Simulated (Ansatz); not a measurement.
**Structures of NaI: which is lowest?**

Plane-wave DFT in Ansatz with scalar-relativistic PAW potentials, cutoff 420 eV, Γ-centred meshes chosen by cell and gap, Gaussian smearing with energies taken to zero width. Every cell was relaxed (cell and atoms) in a run of its own, within the symmetry of its start. Functional: PBE.

Relaxed structures (starts from databases or built by putting these elements on another compound's sites):
A. Pm-3m, 2 atoms in the computed cell, a = 4.062 Å; sites (symmetry × multiplicity) Na m-3m × 1, I m-3m × 1; start: built
B. Cmcm, 4 atoms in the computed cell, a = 4.479 Å, b = 15.762 Å, c = 4.530 Å; sites (symmetry × multiplicity) Na m2m × 4, I m2m × 4; start: built
C. F-43m, 2 atoms in the computed cell, a = 7.150 Å; sites (symmetry × multiplicity) Na -43m × 4, I -43m × 4; start: built
D. Fm-3m, 2 atoms in the computed cell, a = 6.526 Å; sites (symmetry × multiplicity) Na m-3m × 4, I m-3m × 4; start: database
E. P6/mmm, 6 atoms in the computed cell, a = 7.504 Å, c = 4.582 Å; sites (symmetry × multiplicity) Na mmm × 3, I -6m2 × 2 + 6/mmm × 1; start: built

Q: Rank them by energy. Could pressure change the order?

A:
```tsv
structure	group	E − E(lowest) (meV/atom)	V (Å³/atom)	gap on mesh (eV)
D	Fm-3m	0.0	34.74	3.58
B	Cmcm	46	39.98	3.55
C	F-43m	47	45.69	3.78
E	P6/mmm	145	37.24	1.85
A	Pm-3m	156	33.52	2.28
```

D is lowest, 46 meV/atom under B. A is denser by 1.23 Å³/atom, so pressure favours it: ΔE/ΔV, with ΔE in eV and 1 eV/Å³ = 160.2 GPa, gives about 20 GPa for equal enthalpy if both cells were rigid; at such pressures compression changes ΔV much, so this is a scale only. Other structures may lie lower than all of these, and vibrations aren't counted.

Spin-orbit coupling is left out, which matters for the bands of heavy elements.